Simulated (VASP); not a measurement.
# CaSe (Fm-3m) in VASP: notebook, part 2 of 2

VASP 6.6.1. The steps go on from the part before.

### 4 Relaxation of the atoms, PBE, 25.31 Å³/atom (strain = -0.02)

Contents of INCAR:

```
ALGO = Normal ; EDIFF = 1E-7
EDIFFG = -0.02 ; ENCUT = 520
GGA = PE ; IBRION = 2
ISIF = 2 ; ISMEAR = -1
LASPH = True ; LCHARG = False
LREAL = False ; LWAVE = False
NELM = 80 ; NSW = 40
PREC = Accurate ; SIGMA = 0.05
```

Contents of KPOINTS:

```
k-points
0
Gamma
  8 8 8
```

Contents of POSCAR:

```
CaSe
1.0
    0.0000000000      2.9560000000      2.9560000000
    2.8968800000      0.0000000000      2.9560000000
    2.8968800000      2.9560000000      0.0000000000
Se Ca
1 1
Direct
    0.5000000000      0.5000000000      0.5000000000
    0.0000000000      0.0000000000      0.0000000000
```

Run with:

```console
$ cat potpaw_PBE.64/Se/POTCAR potpaw_PBE.64/Ca_sv/POTCAR > POTCAR
$ mpirun -np 1 vasp_std > vasp.out
```

Run time: 22 s. Hardware: 1 thread of AMD EPYC 9R45 (Zen 5), shared host; peak memory 0.16 GiB.

The run converged. Its results:

* Free energy: -9.4628 eV
* Pressure after relaxing: 2.5 GPa
* Band gap on the k mesh: 1.95 eV, indirect (least direct gap 2.88 eV)

Caveat: the relaxation stopped at its first step, so nothing moved.

### 5 Single point, r2SCAN-EpsX (volume scaled by 1.25)

Contents of POSCAR:

```
CaSe
1.0
    0.0000000000      3.1842544719      3.1842544719
    3.1842544719      0.0000000000      3.1842544719
    3.1842544719      3.1842544719      0.0000000000
Se Ca
1 1
Direct
    0.5000000000      0.5000000000      0.5000000000
    0.0000000000      0.0000000000      0.0000000000
```

Contents of INCAR.step1:

```
PREC = Accurate ; ENCUT = 520
EDIFF = 1E-8 ; ISMEAR = -1
SIGMA = 0.1 ; LREAL = F
LASPH = T ; NELM = 80
ALGO = Normal ; ISIF = 2
LWAVE = F ; LCHARG = F
GGA = PE ; LEPSILON = T
```

Contents of KPOINTS.step1:

```
Automatic mesh
0
G
  8 8 8
  0 0 0
```

Contents of INCAR.step2:

```
PREC = Accurate ; ENCUT = 520
EDIFF = 1E-5 ; ISMEAR = -1
SIGMA = 0.1 ; LREAL = F
LASPH = T ; NELM = 80
ALGO = Normal ; ISIF = 2
LWAVE = T ; LCHARG = F
NBANDS = 15 ; GGA = PE
```

Contents of KPOINTS.step2:

```
Automatic mesh
0
Gamma
  4 4 4
```

Contents of INCAR.step3:

```
PREC = Accurate ; ENCUT = 520
EDIFF = 1E-6 ; ISMEAR = -1
SIGMA = 0.1 ; LREAL = F
LASPH = T ; NELM = 80
ALGO = Normal ; ISIF = 2
LWAVE = F ; LCHARG = F
METAGGA = R2SCAN ; LHFCALC = T
AEXX = 0.1858 ; LMIXTAU = T
PRECFOCK = Fast ; HFRCUT = -1
NBANDS = 15 ; ISTART = 1
```

Contents of KPOINTS.step3:

```
Automatic mesh
0
Gamma
  4 4 4
```

Run with:

```console
$ cat potpaw_PBE.64/Se/POTCAR potpaw_PBE.64/Ca_sv/POTCAR > POTCAR
$ cp INCAR.step1 INCAR
$ cp KPOINTS.step1 KPOINTS
$ mpirun -np 1 vasp_std > vasp.out
$ cp INCAR.step2 INCAR
$ cp KPOINTS.step2 KPOINTS
$ mpirun -np 1 vasp_std > vasp.out
$ cp INCAR.step3 INCAR
$ cp KPOINTS.step3 KPOINTS
$ mpirun -np 1 vasp_std > vasp.out
```

Wall time 14 min (1 thread of Intel Xeon Platinum 8259CL at 2.50GHz (Skylake/Cascade Lake), shared host); peak memory 0.33 GiB.

The run converged. Its results:

- Free energy: -23.9476 eV
- Pressure: -7.2 GPa
- Band gap on the k mesh: 3.91 eV, direct

Levels at points of the mesh, in eV from the valence-band top:
| k point | band 6 | band 7 | band 8 | band 9 | band 10 | band 11 |
| --- | --- | --- | --- | --- | --- | --- |
| (0.00, 0.00, 0.00) | 0.00 | 0.00 | 0.00 | 3.91 | 5.49 | 5.49 |
| (0.50, 0.00, 0.00) | -2.74 | -0.84 | -0.84 | 5.64 | 6.90 | 7.03 |
| (0.50, 0.50, 0.00) | -2.19 | -0.82 | -0.82 | 3.99 | 5.84 | 6.62 |

Caveat: the k mesh is coarse (spacing up to 0.43 Å⁻¹), so the values aren't converged, least of all with exact exchange; the PAW data sets were made with another functional, which shifts forces and pressure a little. A k mesh can miss the band edges.

### 6 G0W0 quasiparticle levels, LDA

Contents of POSCAR:

```
CaSe
1.0
    0.0000000000      2.9560000000      2.9560000000
    2.9560000000      0.0000000000      2.9560000000
    2.9560000000      2.9560000000      0.0000000000
Se Ca
1 1
Direct
    0.5000000000      0.5000000000      0.5000000000
    0.0000000000      0.0000000000      0.0000000000
```

Contents of INCAR.step1:

```
PREC = Accurate
ENCUT = 500
EDIFF = 1E-8
ISMEAR = 0
SIGMA = 0.01
LREAL = F
LASPH = T
NELM = 80
ALGO = Normal
LWAVE = T
LCHARG = F
GGA = CA
KPAR = 4
```

Contents of INCAR.step2:

```
PREC = Accurate
ENCUT = 500
EDIFF = 1E-8
ISMEAR = 0
SIGMA = 0.01
LREAL = F
LASPH = T
NELM = 1
ALGO = Exact
LWAVE = T
LCHARG = F
GGA = CA
NBANDS = 223
LOPTICS = T
ISTART = 1
KPAR = 4
```

Contents of INCAR.step3:

```
PREC = Accurate
ENCUT = 500
EDIFF = 1E-8
ISMEAR = 0
SIGMA = 0.01
LREAL = F
LASPH = T
ALGO = EVGW0
LWAVE = F
LCHARG = F
GGA = CA
NELMGW = 1
NBANDS = 223
ENCUTGW = 150
NOMEGA = 50
PRECFOCK = Fast
ISTART = 1
NBANDSGW = 16
KPAR = 4
```

Contents of KPOINTS:

```
regular mesh
0
Gamma
  4 4 4
```

Potentials or basis: VASP PAW LDA potentials, release 64 (Se_GW, Ca_sv_GW).

Run with:

```console
$ cat potpaw_LDA.64/Se_GW/POTCAR potpaw_LDA.64/Ca_sv_GW/POTCAR > POTCAR
$ cp INCAR.step1 INCAR
$ mpirun -np 4 vasp_std > vasp.out
$ cp INCAR.step2 INCAR
$ mpirun -np 4 vasp_std > vasp.out
$ cp INCAR.step3 INCAR
$ mpirun -np 4 vasp_std > vasp.out
```

OUTCAR:

```text
PREC = Accurate
   ENCUT = 500
   EDIFF = 1E-8
   ISMEAR = 0
   LREAL = F
   LASPH = T
   GGA = CA
   NELMGW = 1
   ENCUTGW = 150
   PRECFOCK = Fast
   ISTART = 1

 ion  position               nearest neighbor table
   1  0.500  0.500  0.500-   2 2.96   2 2.96   2 2.96   2 2.96   2 2.96   2 2.96
   2  0.000  0.000  0.000-   1 2.96   1 2.96   1 2.96   1 2.96   1 2.96   1 2.96

  LATTYP: Found a face centered cubic cell.
 ALAT       =     5.9120000000

  Lattice vectors:

 A1 = (   0.0000000000,   2.9560000000,   2.9560000000)
 A2 = (   2.9560000000,   0.0000000000,   2.9560000000)
 A3 = (   2.9560000000,   2.9560000000,   0.0000000000)

Analysis of symmetry for initial positions (statically):
=====================================================================
 Subroutine PRICEL returns:
 Original cell was already a primitive cell.

 Routine SETGRP: Setting up the symmetry group for a
 face centered cubic supercell.
[... 126 lines left out ...]
   LORBIT       =      0    0 simple, 1 ext, 2 COOP (PROOUT), +10 PAW based schemes
   GGA     = CA    functional components
   LHFCALC =     T    Hartree Fock is set to
   PRECFOCK=fast      Normal, Fast or Accurate (Low or Medium for compatibility)
   ENCUT4O =  -1.0   cutoff for four orbital integrals eV
   NKREDX  =     1    reduce k-point grid by
   NKREDY  =     1    reduce k-point grid by
   NKREDZ  =     1    reduce k-point grid by
   AEXX    =    1.0000 exact exchange contribution
   HFSCREEN=    0.0000 screening length (either q_TF or 0.3 A-1)
   HFSCREENC=   0.0000 screening length for correlation (either q_TF or 0.3 A-1)
   ENCUTFOCK=  -1.0 apply spherical cutoff to Coloumb kernel
   IVDW    =     0    specifies the selected vdW correction
   LEPSILON=     F    determine dielectric tensor
   LRPA    =     F    only Hartree local field effects (RPA)
   LRPAFORCE           =     F    calculate RPA forces
   ENCUTGW             = 150.0    cutoff for response function in eV
   ENCUTGWSOFT         = 120.0    soft cutoff for Coulomb kernel in GW response function in eV
   ENCUTLF             =  -1.0    cutoff for local field effects
   NELMGW              =     1    number of iterations in solving QP/BSE equation
   NELMHF              =     1    number of iterations in the inner HF iteration
   NKREDLFX            =     1    NKREDLFY  =   1   NKREDLFZ  =   1
 non-spin polarized calculation
 Gauss-broadening in eV      SIGMA  =   0.01
  energy-cutoff  :      500.00
  volume of cell :       51.66
 maximum number of plane-waves:      1363
  NGX = 18; NGY = 18; NGZ = 18
   NGX = 15   NGY = 15   NGZ = 15
 maximum number of plane-waves:       228
 NGX is ok and might be reduce to    18

 QP shifts <psi_nk| G(iteration)W_0 |psi_nk>: iteration 1
 for sc-GW calculations column KS-energies equals QP-energies in previous step
 and V_xc(KS)=  KS-energies - (<T + V_ion + V_H > + <T+V_H+V_ion>^1  + <V_x>^1)

 k-point   1 :       0.0000    0.0000    0.0000
  band No.  KS-energies  QP-energies   sigma(KS)   V_xc(KS)     V^pw_x(r,r')   Z            occupation Imag(sigma)

      1     -35.7462     -37.0419     -22.5770     -20.3377     -34.3364       0.5786       2.0000       1.1027
      2     -17.0330     -18.8036     -22.3849     -19.8623     -27.7730       0.7019       2.0000       0.4158
      3     -17.0330     -18.8036     -22.3849     -19.8623     -27.7730       0.7019       2.0000       0.4158
      4     -17.0330     -18.8036     -22.3849     -19.8623     -27.7730       0.7019       2.0000       0.4158
      5      -8.2818      -9.0659     -13.7876     -12.6519     -19.7791       0.6903       2.0000       1.3695
      6       3.5552       2.7703     -13.3266     -12.3036     -14.7008       0.7672       2.0000       0.1561
[... 135 lines left out ...]
      2     -17.0943     -18.8480     -22.2885     -19.7499     -27.6987       0.6908       2.0000       0.4382
      3     -17.0943     -18.8480     -22.2885     -19.7499     -27.6987       0.6908       2.0000       0.4382
      4     -17.0752     -18.8055     -22.2832     -19.7792     -27.7116       0.6910       2.0000       0.4423
      5      -7.6089      -8.3311     -14.2603     -13.2195     -19.9739       0.6939       2.0000       1.2126
      6       1.5351       0.6598     -12.3163     -11.1460     -14.2489       0.7479       2.0000       0.2154
[... 8 lines left out ...]
     15      12.3637      13.0222      -9.0785      -9.9359      -4.2327       0.7680       0.0000      -0.3837
     16      12.9919      14.2570     -10.6962     -12.3970      -5.3011       0.7438       0.0000      -0.5239
```

OUTCAR.step1:

```text
PREC = Accurate
   ENCUT = 500
   EDIFF = 1E-8
   ISMEAR = 0
   LREAL = F
   LASPH = T
[... 321 lines left out ...]
 -----------------------------------------------------------------------------------
      2.95600      2.95600      2.95600         0.000000      0.000000      0.000000
      0.00000      0.00000      0.00000        -0.000000     -0.000000     -0.000000
 -----------------------------------------------------------------------------------
    total drift:                               -0.000000      0.000000      0.000000

  FREE ENERGIE OF THE ION-ELECTRON SYSTEM (eV)
  ---------------------------------------------------
  free  energy   TOTEN  =       -15.4389914077 eV

  energy  without entropy=      -15.4389914077  energy(sigma->0) =      -15.43899141
```

OUTCAR.step2:

```text
PREC = Accurate
   ENCUT = 500
   EDIFF = 1E-8
   ISMEAR = 0
   LREAL = F
[... 721 lines left out ...]
     0.00000     7.17908     7.17908     7.17908     0.00000     0.00000    -0.00000
     2.17873     9.64246     9.64246     9.64246     0.00000     0.00000    -0.00000
     4.35746     3.99214     3.99214     3.99214    -0.00000    -0.00000     0.00000
     6.53619    -1.64338    -1.64338    -1.64338    -0.00000    -0.00000     0.00000
     8.71492    -1.86640    -1.86640    -1.86640    -0.00000     0.00000     0.00000
    10.89365     1.12910     1.12910     1.12910    -0.00000    -0.00000     0.00000
[... 92 lines left out ...]
   213.51560     0.99060     0.99060     0.99060    -0.00000    -0.00000    -0.00000
   215.69433     0.99080     0.99080     0.99080    -0.00000    -0.00000    -0.00000
```

Run time: 67 s. Hardware: 4 MPI ranks of Intel Xeon Platinum 8559C (Emerald Rapids), shared host; peak memory 0.58 GiB.

What came out:

| Item | Value |
| --- | --- |
| Band gap on the k mesh, mean-field level | 1.86 eV, indirect (least direct gap 2.80 eV) |
| Quasiparticle gap | 3.62 eV |
| Least direct quasiparticle gap | 4.58 eV |

Levels at points of the mesh, in eV from the valence-band top:
| k point | band 4 | band 5 | band 6 | band 7 | band 8 | band 9 | band 10 | band 11 | band 12 |
| --- | --- | --- | --- | --- | --- | --- | --- | --- | --- |
| (0.00, 0.00, 0.00) | -20.59 | -11.84 | 0.00 | 0.00 | 0.00 | 3.10 | 3.54 | 3.54 | 3.54 |
| (0.50, 0.00, 0.00) | -20.60 | -11.13 | -3.35 | -1.23 | -1.23 | 4.35 | 5.31 | 5.34 | 5.34 |
| (0.50, 0.50, 0.00) | -20.62 | -11.26 | -2.56 | -0.95 | -0.95 | 1.86 | 4.84 | 4.92 | 5.89 |

Caveat: the k mesh is coarse (spacing up to 0.46 Å⁻¹), so the values aren't converged; bands, screening cutoff and mesh are small and nothing is extrapolated, so the quasiparticle values aren't converged. A k mesh can miss the band edges.

### 7 For comparison

An earlier run on the cell as given: functional PBEsol; potentials or basis VASP PAW PBE potentials, release 64 (Se, Ca_sv); cutoff 520 eV; k mesh 8 × 8 × 8; occupations fermi-dirac, width 0.05 eV; no spin polarisation.

* Pressure: -0.9 GPa
* Band gap on the k mesh: 1.92 eV, indirect (least direct gap 2.87 eV)

### 8 Overview

| task | level | potentials or basis | spin | cell | k mesh | cutoff (eV) | smearing | ladder | grid for exact exchange (PRECFOCK) | exchange at q = 0 | share of exact exchange | GW scheme | mesh quality | gap on the mesh (eV) | pressure (GPa) |
| --- | --- | --- | --- | --- | --- | --- | --- | --- | --- | --- | --- | --- | --- | --- | --- |
| band structure | TB-mBJ | VASP PAW PBE potentials, release 64 (Se, Ca_sv) | SOC, no magnetisation | as given | 6 × 6 × 6 | 520 | gaussian 0.02 eV | free | - | - | - | - | not flagged | - | - |
| single point | r2SCAN-EpsX | VASP PAW PBE potentials, release 64 (Se, Ca_sv) | off | volume scaled by 1.25 | 4 × 4 × 4 | 520 | fermi-dirac 0.1 eV | - | Fast | truncated | 0.1858 | - | coarse | 3.91 | -7.2 |
| G0W0 quasiparticle levels | LDA | VASP PAW LDA potentials, release 64 (Se_GW, Ca_sv_GW) | off | as given | 4 × 4 × 4 | 500 | gaussian 0.01 eV | free | - | - | - | G0W0 | coarse | - | - |
| single point | PBEsol | VASP PAW PBE potentials, release 64 (Se, Ca_sv) | off | as given | 8 × 8 × 8 | 520 | fermi-dirac 0.05 eV | free | - | - | - | - | not flagged | 1.92 | -0.9 |

Caveats: some runs use coarse meshes; the PAW data sets were made with another functional, which shifts forces and pressure a little (some runs); bands, screening cutoff and mesh are small and nothing is extrapolated, so the quasiparticle values aren't converged (some runs).

Absolute energies hang on the potentials; compare differences alone.
